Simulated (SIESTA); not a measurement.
The system is Pb.

```
Pb
1.0
     3.03861   -1.75032    0.00000
     3.03861    1.75032    0.00000
    -2.11546    0.00000    6.09522
Pb
2
Direct
  0.90851 0.90851 0.72629
  0.09149 0.09149 0.27371
```

This isn't the form of Pb at room conditions, which is fcc.

| Quantity | Value |
| --- | --- |
| Program | SIESTA 5.4.2 |
| Task | relaxation of cell and atoms |
| Functional | PBEsol |
| Potentials or basis | PseudoDojo 0.4 standard (PBEsol files) |
| Basis | DZP (energy shift 0.003 Ry; two zetas on semicore shells) |
| Grid cutoff | 750 Ry |
| Energy shift | 0.003 Ry |
| k mesh | 7 × 7 × 4 |
| Occupations | fermi-dirac, width 0.05 eV |
| Spin | no spin polarisation |

At the start: pressure -1.0 GPa; volume 32.42 Å³/atom.

Q: How do energy, volume and symmetry change on relaxing?

A: Over 26 steps the energy falls by 16.8 meV/atom and the volume is 31.30 Å³/atom (-3.4 %); space group C2/m (No. 12, to 0.05 Å).

The path:
| step | energy change (eV) | largest force (eV/Å) | pressure (GPa) | volume (Å³) |
| --- | --- | --- | --- | --- |
| 1 | 0.0000 | 0.1186 | -1.01 | 64.84 |
| 2 | -0.0020 | 0.1111 | -0.99 | 64.77 |
| 3 | -0.0258 | 0.0628 | -0.65 | 63.57 |
| 4 | -0.0132 | 0.0963 | -0.81 | 64.31 |
| 5 | -0.0326 | 0.0347 | 0.27 | 62.39 |
| 6 | -0.0163 | 0.1027 | -0.73 | 64.16 |
| 7 | -0.0305 | 0.0255 | -0.33 | 63.25 |
| 8 | -0.0281 | 0.0344 | -0.47 | 63.47 |
| 9 | -0.0324 | 0.0285 | -0.04 | 62.84 |
| 10 | 0.0186 | 0.0354 | -1.57 | 65.87 |
| 11 | -0.0268 | 0.0179 | -0.63 | 63.69 |
| 12 | -0.0289 | 0.0141 | -0.52 | 63.51 |
| 13 | -0.0261 | 0.0229 | -0.63 | 63.70 |
| 14 | -0.0298 | 0.0060 | -0.55 | 63.53 |
| 15 | -0.0305 | 0.0138 | -0.45 | 63.40 |
| 16 | -0.0254 | 0.0287 | -0.67 | 63.78 |
| 17 | -0.0332 | 0.0199 | 0.09 | 62.65 |
| 18 | -0.0319 | 0.0062 | -0.25 | 63.10 |
| 19 | -0.0344 | 0.0087 | -0.14 | 62.96 |
| 20 | -0.0326 | 0.0345 | 0.19 | 62.38 |
| 21 | -0.0324 | 0.0297 | 0.16 | 62.49 |
| 22 | -0.0330 | 0.0217 | 0.13 | 62.46 |
| 23 | -0.0338 | 0.0072 | -0.01 | 62.60 |
| 24 | -0.0329 | 0.0193 | 0.03 | 62.64 |
| 25 | -0.0340 | 0.0348 | -0.03 | 62.57 |
| 26 | -0.0335 | 0.0023 | 0.00 | 62.60 |

Final structure:
```xyz
2
Lattice="2.9644 -1.7003 0.0062 2.9644 1.7003 0.0062 -2.0513 0.0000 6.2052" Properties=species:S:1:pos:R:3 pbc="T T T"
Pb    3.9204    0.0000    4.5638
Pb   -0.0428    0.0000    1.6540
```

Caveat: the basis of atomic orbitals isn't converged, which shifts pressures, moduli and gaps.
